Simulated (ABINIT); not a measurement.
A run of ABINIT 10.8.3 (patched build) is set up as follows.

run.abi

```
# Datasets: ground state, then fixed potential
ndtset 2

# Pseudopotentials
pp_dirpath "./"
pseudos "N.LDA_PW-JTH.xml, B.LDA_PW-JTH.xml"

# Structure
acell 3*1.0
rprim
     0.0000000000     3.4260753537     3.4260753537
     3.4260753537     0.0000000000     3.4260753537
     3.4260753537     3.4260753537     0.0000000000
ntypat 2
znucl 7 5
natom 2
typat 1 2
xred
     0.2500000000     0.2500000000     0.2500000000
     0.0000000000     0.0000000000     0.0000000000

# Plane-wave basis
ecut 31.0
pawecutdg 53.0

# Exchange and correlation
ixc -208012
usekden 1
pawxcdev 0

# Bands and occupations
occopt 3
tsmear 0.05 eV

# SCF cycle
nstep 100
diemix 0.3
optforces 0
optstress 0

# Output
iomode 3
prtwf 0
prteig 0
prtebands 0
prtden1 1
prtkden1 1

# Dataset 1
kptopt1 1
ngkpt1 13 13 13
nshiftk1 1
shiftk1 0.0 0.0 0.0
nband1 8
tolvrs1 1.0e-7

# Dataset 2: bands along G-X-W-K-G-L-U-W-L-K
iscf2 -2
getden2 1
getkden2 1
nband2 14
nbdbuf2 4
tolwfr2 1.0e-11
kptopt2 -9
ndivsm2 8
prteig2 1
kptbounds2
     0.0000000000     0.0000000000     0.0000000000
     0.5000000000     0.0000000000     0.5000000000
     0.5000000000     0.2500000000     0.7500000000
     0.3750000000     0.3750000000     0.7500000000
     0.0000000000     0.0000000000     0.0000000000
     0.5000000000     0.5000000000     0.5000000000
     0.6250000000     0.2500000000     0.6250000000
     0.5000000000     0.2500000000     0.7500000000
     0.5000000000     0.5000000000     0.5000000000
     0.3750000000     0.3750000000     0.7500000000
```

Potentials or basis: JTH PAW LDA v2.0.

The run is started by

```bash
$ abinit run.abi > log 2>&1
```

**Question.** What does it give for the band gap along the path?

**Answer.** 5.89 eV, indirect (least direct gap 10.35 eV).

**Question.** What does it give for the band gap on the k mesh?

**Answer.** 5.96 eV, indirect (least direct gap 10.35 eV).

Levels at the corners of the path, in eV from the valence-band top:
```
point  band 1  band 2  band 3  band 4  band 5  band 6  band 7  band 8  band 9
    Γ  -20.49    0.00    0.00    0.00   10.35   10.35   10.35   11.39   26.42
    X  -15.30   -8.70   -4.61   -4.61    5.89   10.25   20.15   20.15   22.74
    W  -15.08   -7.50   -6.52   -5.95   10.94   14.97   15.84   15.94   21.37
    K  -15.27   -7.96   -7.11   -3.82    8.25   14.04   17.74   18.72   20.16
    Γ  -20.49    0.00    0.00    0.00   10.35   10.35   10.35   11.39   26.42
    L  -16.61  -10.20   -1.81   -1.81   11.04   12.19   12.19   17.23   25.47
    U  -15.27   -7.96   -7.11   -3.82    8.25   14.04   17.74   18.72   20.16
    W  -15.08   -7.50   -6.52   -5.95   10.94   14.97   15.84   15.94   21.37
    L  -16.61  -10.20   -1.81   -1.81   11.04   12.19   12.19   17.23   25.47
    K  -15.27   -7.96   -7.11   -3.82    8.25   14.04   17.74   18.72   20.16
```

Caveat: the constant c of TB-mBJ comes from the pseudo density here, which moves gaps by up to 0.3 eV between sets of potentials.

**What was measured.**

From a printed reference work, monograph, for a bulk crystal of BN at 300 K: band gap 6.4 eV (indirect).

A measured gap of BN is 6.4 eV (indirect; 300 K; a printed reference work, monograph); the calculated 5.89 eV misses it by -0.51 eV. The value is that of TB-mBJ, without temperature or zero-point motion. The cell is a database's relaxed one, not the measured one, which moves gaps too.
